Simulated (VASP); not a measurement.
A run of VASP 6.6.1 is set up as follows.

POSCAR

```
Sr
1.0
   -2.4022136893      2.4022136893      2.4022136893
    2.4022136893     -2.4022136893      2.4022136893
    2.4022136893      2.4022136893     -2.4022136893
Sr
1
Direct
    0.0000000000      0.0000000000      0.0000000000
```

INCAR.step1

```
PREC = Accurate
ENCUT = 520
ISMEAR = -1
SIGMA = 0.05
LREAL = F
LASPH = T
NELM = 100
NBANDS = 11
GGA = PE
ALGO = Normal
EDIFF = 1E-4
LWAVE = T
LCHARG = F
```

The input INCAR.step2:

```
PREC = Accurate
ENCUT = 520
EDIFF = 1E-6
ISMEAR = -1
SIGMA = 0.05
LREAL = F
LASPH = T
NELM = 100
ALGO = Normal
ISIF = 2
LWAVE = F
LCHARG = F
METAGGA = R2SCAN
LMIXTAU = T
NBANDS = 11
ISTART = 1
```

Contents of KPOINTS:

```
regular mesh
0
Gamma
  10 10 10
```

Potentials or basis: VASP PAW PBE potentials, release 64 (Sr_sv).

Run with:

```bash
$ cat potpaw_PBE.64/Sr_sv/POTCAR > POTCAR
$ cp INCAR.step1 INCAR
$ mpirun -np 1 vasp_std > vasp.out
$ cp INCAR.step2 INCAR
$ mpirun -np 1 vasp_std > vasp.out
```

Estimate the pressure.

0.1 GPa.

Predict the band gap on the k mesh.

none (metal or under the smearing width).

Caveat: the PAW data sets were made with another functional, which shifts forces and pressure a little.
